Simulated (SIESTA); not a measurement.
Runs of SIESTA 5.4.2 on ZnS (Wurtzite-6H). Symmetry: P6_3mc, No. 186, hexagonal system. Conventional cell: a = 3.812 Å, b = 3.812 Å, c = 18.690 Å, α = 90.00°, β = 90.00°, γ = 120.00°. Zn (site symmetry 3m) is surrounded by 4 S at 2.33 to 2.34 Å. Zn (site symmetry 3m) is surrounded by 4 S at 2.33 to 2.34 Å. Zn (site symmetry 3m) has 4 S at 2.33 to 2.34 Å as nearest neighbours. S (site symmetry 3m) is surrounded by 4 Zn at 2.33 to 2.34 Å. S (site symmetry 3m) has 4 Zn at 2.33 to 2.34 Å as nearest neighbours. Around S (site symmetry 3m) lie 4 Zn at 2.33 to 2.34 Å. 

| level | potentials or basis | energy shift | gap on the mesh (eV) | pressure (GPa) | largest force (eV/Å) |
| --- | --- | --- | --- | --- | --- |
| PBE | PseudoDojo 0.4 standard (PBE files), TZP (energy shift 0.01 Ry) | 0.01 Ry | 2.41 | 0.4 | 0.04 |
| RPBE | PseudoDojo 0.4 standard (PBE files), DZP (energy shift 0.002 Ry) | 0.002 Ry | (b) | (a) | 0.03 |
| PBEsol | PseudoDojo 0.4 standard (PBEsol files), DZP (energy shift 0.002 Ry) | 0.002 Ry | 2.68 | 0.5 | 0.03 |
| PBE | PseudoDojo 0.4 standard (PBE files), TZP (energy shift 0.002 Ry) | 0.002 Ry | 2.56 | 3.7 | 0.04 |
| PBE | PseudoDojo 0.4 standard (PBE files), DZP (energy shift 0.002 Ry) | 0.002 Ry | (c) | 4.0 | 0.03 |

Alike in all rows: task band structure; no spin polarisation; cell as given; k mesh 8 × 8 × 2; smearing fermi-dirac 0.05 eV; grid cutoff 800 Ry.

**Question.** Fill in the values left out.

**Answer.** (a) 6.6; (b) 3.00; (c) 2.82.

Caveats: semicore shells carry a single zeta, which can move pressures by several GPa and volumes by a few percent; the valence orbitals were made in a potential fitted to the semicore shell under them, which widens gaps by tenths of an eV or more; the cell's inner coordinates are idealised or old, which leaves forces on the atoms; the basis of atomic orbitals isn't converged, which shifts pressures, moduli and gaps; the potentials were made for another functional, which shifts forces and pressure (some runs).

